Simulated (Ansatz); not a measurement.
A plane-wave DFT run in Ansatz 0.2.0 (scalar-relativistic PAW potentials unless the input names others): input and command.

```yaml
crystal:
  lattice:
    - [1.9696351296, 1.1371693723, 6.258157764]
    - [-1.9696351296, 1.1371693723, 6.258157764]
    - [0.0, -2.2743387446, 6.258157764]
  atoms:
    - { symbol: Ga, position: [0.435372, 0.435372, 0.435372] }
    - { symbol: Ga, position: [0.564628, 0.564628, 0.564628] }
    - { symbol: P, position: [0.057389, 0.057389, 0.057389] }
    - { symbol: P, position: [0.942611, 0.942611, 0.942611] }
basis:
  ecutwfc: 420
kpoints:
  mp_grid: { grid: [12, 12, 12] }
hamiltonian:
  xc: lda
  dispersion: d4
scf:
  occupations: { method: gaussian, width: 0.05 }
output:
  forces: true
  eigenvalues: true
  stress: true
```

```bash
ansatz run input.yaml --threads 1 --pin off --max-ram 2560MiB --backend cpu --events-out ev --progress --plain --runs-dir out
```

Abridged log:
```
Warning: the engine holds no damping parameters fitted to this dispersion correction and functional, so the run takes those fitted to pbe (hamiltonian.dispersion, under Limitations)
Pseudopotentials: kind: paw
Pseudopotential: Ga, paw, valence charge 13, recommended cutoff 420 eV (normal)
Pseudopotential: P, paw, valence charge 5, recommended cutoff 420 eV (normal)
Functional definition: SPW92
Crystal: 4 atoms, lattice volume = 84.102 Å³
Basis set: ecut = 420 eV, 1659 PW (Γ), FFT grids on a1−a3, a2−a3, a3
Bands: 22, of which v1, the nominal top of the filled ones, is band 18 counted from 1 (17 counted from 0)
Symmetry: 12 space group operations
Space group: R-3m (ITA 166), of the structure as read, at distance tolerance 4.4e-5 Å
k-points: 189 of 1728
Initial density: superposition of atomic densities (neutral atoms: chi_scale 0, normalization atom), corrected by the library's trained network
Initial wavefunctions: pseudopotential atomic-orbital guess
Functional: x = slater, c = lda
SCF iter   1: F=—  HF=-8868.500778 eV  |F-HF|=—  |Δ(HF+E_count)|=         —  Δρ=6.65e-3  dr2=7.81e-2  ethr=1.77e-3  ⟨swp⟩=6.5  Hψ=21207  notcnv=0
SCF iter   2: F=—  HF=-8868.481070 eV  |F-HF|=—  |Δ(HF+E_count)|=   1.97e-2  Δρ=3.05e-3  dr2=7.84e-3  ethr=2.17e-4  ⟨swp⟩=3.0  Hψ=7504  notcnv=0
SCF iter   3: F=—  HF=-8868.479119 eV  |F-HF|=—  |Δ(HF+E_count)|=   1.95e-3  Δρ=8.84e-4  dr2=6.56e-4  ethr=2.18e-5  ⟨swp⟩=3.0  Hψ=7877  notcnv=0
SCF iter   4: F=—  HF=-8868.479000 eV  |F-HF|=—  |Δ(HF+E_count)|=   1.19e-4  Δρ=4.49e-4  dr2=1.14e-4  ethr=1.82e-6  ⟨swp⟩=2.0  Hψ=7667  notcnv=0
SCF iter   5: F=—  HF=-8868.478946 eV  |F-HF|=—  |Δ(HF+E_count)|=   5.45e-5  Δρ=9.11e-5  dr2=1.02e-5  ethr=3.18e-7  ⟨swp⟩=2.1  Hψ=7371  notcnv=0
SCF iter   6: F=—  HF=-8868.478946 eV  |F-HF|=—  |Δ(HF+E_count)|=   2.80e-7  Δρ=2.30e-5  dr2=3.07e-7  ethr=2.83e-8  ⟨swp⟩=2.1  Hψ=5483  notcnv=0
SCF iter   7: F=-8868.478946 eV  HF=-8868.478946 eV  |F-HF|=4.47e-10  |Δ(HF+E_count)|=   3.46e-8  Δρ=4.82e-6  dr2=1.59e-8  ethr=2.78e-10  ⟨swp⟩=7.2  Hψ=20520  notcnv=0
SCF 1 converged in 7 iterations: F = -8868.478946 eV  dr2 = 1.59e-8
SCF converged after 7 iterations
Free energy (F): -8868.478946 eV
Harris-Foulkes:  -8868.478946 eV  (|F-HF|=4.47e-10)
Internal energy: -8868.478946 eV  (E = F + TS)
E sigma→0 (E₀):  -8868.478946 eV
Fermi energy:    7.017039 eV
  E_disp       = -1.591493  (pairwise vdW)
--- Forces (eV/Å), atoms counted from 1 ---
  atom   1  Ga     0.00000000     0.00000000    -0.16635961
  atom   2  Ga     0.00000000     0.00000000     0.16635961
  atom   3  P      0.00000000     0.00000000     0.67317007
  atom   4  P      0.00000000     0.00000000    -0.67317007
--- Stress (GPa, compression-positive) ---
       -9.888440       0.000000       0.000000
        0.000000      -9.888440       0.000000
        0.000000       0.000000      -1.936987
  P = ⅓ Tr σ = -7.2380 GPa (-72.380 kbar)
```

Apart from outputs and empty bands, the input differs from a reference run on usual settings in hamiltonian.dispersion: not typed → "d4". The reference, at the same geometry (not necessarily relaxed), gave pressure -4.21 GPa, largest force 0.676 eV/Å, gap on the mesh 0.62 eV. This run converged in 7 SCF iterations (reference: 7) with an energy at zero smearing 398 meV/atom below the reference's (the Hamiltonian itself differs), pressure -7.24 GPa, largest force 0.673 eV/Å, gap on the mesh 0.62 eV.

Time: 18 s on 1 thread of Intel(R) Xeon(R) Processor @ 2.70GHz, with other jobs on the host, peak memory 0.55 GiB.